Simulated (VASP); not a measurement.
# SnTe (Fm-3m) in VASP: further runs

The runs below take SnTe through single point, relaxation of cell and atoms, with PBE.

Program: VASP 6.6.1. These are calculated values, not measurements. Logs are shortened: lines on timing, memory, paths and dates and some standing lists are left out, and cuts for length are marked.

**Measured values to compare with.**

From a printed reference work, textbook, for a bulk crystal of SnTe at 300 K: band gap 0.18 eV (direct).

How close the calculation comes is told below.

## Step 1: The cell of the first run

The structure is cubic, space group Fm-3m (No. 225). Conventional cell: a = 6.413 Å, b = 6.413 Å, c = 6.413 Å, α = 90.00°, β = 90.00°, γ = 90.00°. Within 4.2 Å of Sn (site symmetry m-3m) lie 6 Te at 3.21 Å. Within 4.2 Å of Te (site symmetry m-3m) lie 6 Sn at 3.21 Å.

## Step 2: Single point, PBE

The input, INCAR:

```
ALGO     = Normal         # electronic algorithm
EDIFF    = 1E-6           # SCF threshold, eV
ENCUT    = 520            # plane-wave cutoff, eV
GGA      = PE             # functional
ISIF     = 2              # what is computed and relaxed
ISMEAR   = 0              # smearing method
LASPH    = T              # aspherical terms in the spheres
LCHARG   = F              # write CHGCAR
LREAL    = F              # projectors in reciprocal space
LWAVE    = F              # write WAVECAR
NBANDS   = 17             # bands
NELM     = 80             # most SCF steps
PREC     = Accurate       # precision mode
SIGMA    = 0.01           # smearing width, eV
```

The input, KPOINTS:

```
k-points
0
Gamma
  10 10 10
```

The input, POSCAR:

```
SnTe
1.0
    0.0000000000      3.2064870615      3.2064870615
    3.2064870615      0.0000000000      3.2064870615
    3.2064870615      3.2064870615      0.0000000000
Sn Te
1 1
Direct
    0.0000000000      0.0000000000      0.0000000000
    0.5000000000      0.5000000000      0.5000000000
```

Potentials or basis: VASP PAW PBE potentials, release 64 (Sn_d, Te).

Run with:

```bash
cat potpaw_PBE.64/Sn_d/POTCAR potpaw_PBE.64/Te/POTCAR > POTCAR
mpirun -np 1 vasp_std > vasp.out
```

OUTCAR:

```text
EDIFF = 1E-6
   ENCUT = 520
   GGA = PE
   ISIF = 2
   ISMEAR = 0
   LASPH = T
   LREAL = F
   NELM = 80
   PREC = Accurate

 ion  position               nearest neighbor table
   1  0.000  0.000  0.000-   2 3.21   2 3.21   2 3.21   2 3.21   2 3.21   2 3.21
   2  0.500  0.500  0.500-   1 3.21   1 3.21   1 3.21   1 3.21   1 3.21   1 3.21

  LATTYP: Found a face centered cubic cell.
 ALAT       =     6.4129741230

  Lattice vectors:

 A1 = (   0.0000000000,   3.2064870615,   3.2064870615)
 A2 = (   3.2064870615,   0.0000000000,   3.2064870615)
 A3 = (   3.2064870615,   3.2064870615,   0.0000000000)

Analysis of symmetry for initial positions (statically):
=====================================================================
 Subroutine PRICEL returns:
 Original cell was already a primitive cell.

 Routine SETGRP: Setting up the symmetry group for a
 face centered cubic supercell.

 Subroutine GETGRP returns: Found 48 space group operations
 (whereof 48 operations were pure point group operations)
 out of a pool of 48 trial point group operations.

The static configuration has the point symmetry O_h .

Analysis of symmetry for dynamics (positions and initial velocities):
=====================================================================
 Subroutine PRICEL returns:
 Original cell was already a primitive cell.

 Routine SETGRP: Setting up the symmetry group for a
 face centered cubic supercell.

 Subroutine GETGRP returns: Found 48 space group operations
 (whereof 48 operations were pure point group operations)
 out of a pool of 48 trial point group operations.

The dynamic configuration has the point symmetry O_h .

 Subroutine INISYM returns: Found 48 space group operations
 (whereof 48 operations are pure point group operations),
 and found     1 'primitive' translations

----------------------------------------------------------------------------------------

                                     Primitive cell

  volume of cell :      65.9354

  direct lattice vectors                    reciprocal lattice vectors
     0.000000000  3.206487061  3.206487061    -0.155933890  0.155933890  0.155933890
     3.206487061  0.000000000  3.206487061     0.155933890 -0.155933890  0.155933890
     3.206487061  3.206487061  0.000000000     0.155933890  0.155933890 -0.155933890

  length of vectors
[... 74 lines left out ...]
   ISTART =      0    job   : 0-new  1-cont  2-samecut
   ICHARG =      2    charge: 1-file 2-atom 10-const
   ISPIN  =      1    spin polarized calculation?
   LNONCOLLINEAR =      F non collinear calculations
   LSORBIT =      F    spin-orbit coupling
   LASPH  =      T    aspherical Exc in radial PAW
   ENCUT  =  520.0 eV  38.22 Ry    6.18 a.u.   8.43  8.43  8.43*2*pi/ulx,y,z
   NELM   =     80;   NELMIN=  2; NELMDL= -5     # of ELM steps
   EDIFF  = 0.1E-05   stopping-criterion for ELM
   LREAL  =      F    real-space projection
   EDIFFG = 0.1E-04   stopping-criterion for IOM
   NSW    =      0    number of steps for IOM
   IBRION =     -1    ionic relax: 0-MD 1-quasi-New 2-CG
   NFREE  =      0    steps in history (QN), initial steepest desc. (CG)
   ISIF   =      2    stress and relaxation
   ISYM   =      2    0-nonsym 1-usesym 2-fastsym
   POTIM  = 0.5000    time-step for ionic-motion
   TEBEG  =    0.0;   TEEND  =   0.0 temperature during run
   PSTRESS=    0.0 pullay stress
   NELECT =      20.0000    total number of electrons
   NUPDOWN=      -1.0000    fix difference up-down
   EMIN   =  10.00;   EMAX   =-10.00  energy-range for DOS
   EFERMI =   0.00;   METHOD = LEGACY
   ISMEAR =     0;   SIGMA  =   0.01  broadening in eV -4-tet -1-fermi 0-gaus
   EFERMI_NEDOS =   21; number of points for ismear=-14 and -15
   IALGO  =     38    algorithm
   IMIX   =      4    mixing-type and parameters
     AMIX     =   0.40;   BMIX     =  1.00
     AMIX_MAG =   1.60;   BMIX_MAG =  1.00
  volume/ion in A,a.u.               =      32.97       222.48
  Fermi-wavevector in a.u.,A,eV,Ry     =   1.099965  2.078632 16.461987  1.209922
  Thomas-Fermi vector in A             =   2.236368
   LORBIT       =      0    0 simple, 1 ext, 2 COOP (PROOUT), +10 PAW based schemes
   GGA     = PE    functional components
   LHFCALC =     F    Hartree Fock is set to
   AEXX    =    0.0000 exact exchange contribution
   IVDW    =     0    specifies the selected vdW correction
   LEPSILON=     F    determine dielectric tensor
   LRPA    =     F    only Hartree local field effects (RPA)
 non-spin polarized calculation
 Gauss-broadening in eV      SIGMA  =   0.01
  energy-cutoff  :      520.00
  volume of cell :       65.94
 maximum number of plane-waves:      1807
 NGX is ok and might be reduce to    36
   NGX = 17   NGY = 17   NGZ = 17

 number of electron      20.0000005 magnetization

 Free energy of the ion-electron system (eV)
  ---------------------------------------------------
  ext. energy  EPLUGINS =         0.00000000
  ---------------------------------------------------
  free energy    TOTEN  =        -7.56494357 eV

  energy without entropy =       -7.56494355  energy(sigma->0) =       -7.56494356

 E-fermi :   6.3338     XC(G=0):  -9.2594

 val. band max:        6.3060972647   @ k =   0.5000   0.0000   0.0000
 cond. band min:       6.3615996445   @ k =   0.5000   0.0000   0.0000
 fundamental gap:      0.0555023798
 Fermi energy:         6.3338484497

 k-point     1 :       0.0000    0.0000    0.0000
  band No.  band energies     occupation
      1     -15.5707      2.00000
      2     -15.5707      2.00000
      3     -15.5678      2.00000
      4     -15.5678      2.00000
      5     -15.5678      2.00000
      6      -6.1089      2.00000
[... 457 lines left out ...]
      4     -15.5613      2.00000
      5     -15.5610      2.00000
      6      -5.0383      2.00000
[... 9 lines left out ...]
     16      15.3892      0.00000
     17      15.8385      0.00000

 [... further k-points ...]
[... 5 lines left out ...]
  --------------------------------------------------------------------------------------
  -------------------------------------------------------------------------------------
  Total       -0.0424035     -0.0424035     -0.0424035      0.0000000      0.0000000      0.0000000
  in kB       -1.0303720     -1.0303720     -1.0303720      0.0000000      0.0000000      0.0000000
  external PRESSURE =      -1.0303720 kB  Pullay stress =       0.0000000 kB

 VOLUME and BASIS-vectors are now :
 -----------------------------------------------------------------------------
  energy-cutoff  :      520.00
  volume of cell :       65.94
      direct lattice vectors                 reciprocal lattice vectors
     0.000000000  3.206487061  3.206487061    -0.155933890  0.155933890  0.155933890
     3.206487061  0.000000000  3.206487061     0.155933890 -0.155933890  0.155933890
     3.206487061  3.206487061  0.000000000     0.155933890  0.155933890 -0.155933890

 POSITION                                       TOTAL-FORCE (eV/Angst)
 -----------------------------------------------------------------------------------
      0.00000      0.00000      0.00000        -0.000000      0.000000      0.000000
      3.20649      3.20649      3.20649         0.000000      0.000000     -0.000000
 -----------------------------------------------------------------------------------
    total drift:                               -0.000000      0.000000      0.000000

  FREE ENERGIE OF THE ION-ELECTRON SYSTEM (eV)
  ---------------------------------------------------
  free  energy   TOTEN  =        -7.5649435672 eV

  energy  without entropy=       -7.5649435468  energy(sigma->0) =       -7.56494356
```

stdout:

```text
POSCAR found type information on POSCAR SnTe
 POSCAR found :  2 types and       2 ions
 scaLAPACK will be used
 LDA part: xc-table for (Slater+PW92), standard interpolation
 POSCAR, INCAR and KPOINTS ok, starting setup
 FFT: planning ... GRIDC
 FFT: planning ... GRID_SOFT
 FFT: planning ... GRID
 WAVECAR not read
 entering main loop
```

Run time: 38 s. Hardware: 1 thread of Intel Xeon Platinum 8375C at 2.90GHz (Ice Lake), shared host; peak memory 0.23 GiB.

What came out:

```yaml
Free_energy: -7.5649 eV
Pressure: -0.1 GPa
Band_gap_on_the_k_mesh: 0.06 eV, direct
```

Levels at points of the mesh, in eV from the valence-band top:
```csv
k point,band 6,band 7,band 8,band 9,band 10,band 11,band 12,band 13,band 14,band 15
"(0.00, 0.00, 0.00)",-12.41,-4.87,-1.99,-1.99,-1.99,3.25,3.25,3.25,4.85,4.85
"(0.50, 0.00, 0.00)",-11.26,-8.06,-1.67,-1.67,0.00,0.06,0.46,0.46,7.67,8.59
"(0.50, 0.50, 0.00)",-11.01,-6.42,-5.20,-3.48,-3.48,2.39,4.68,4.68,6.01,8.87
```

Caveat: spin-orbit coupling is left out, which moves the levels of the heavy elements.

(Continued in part 2 of 2.)
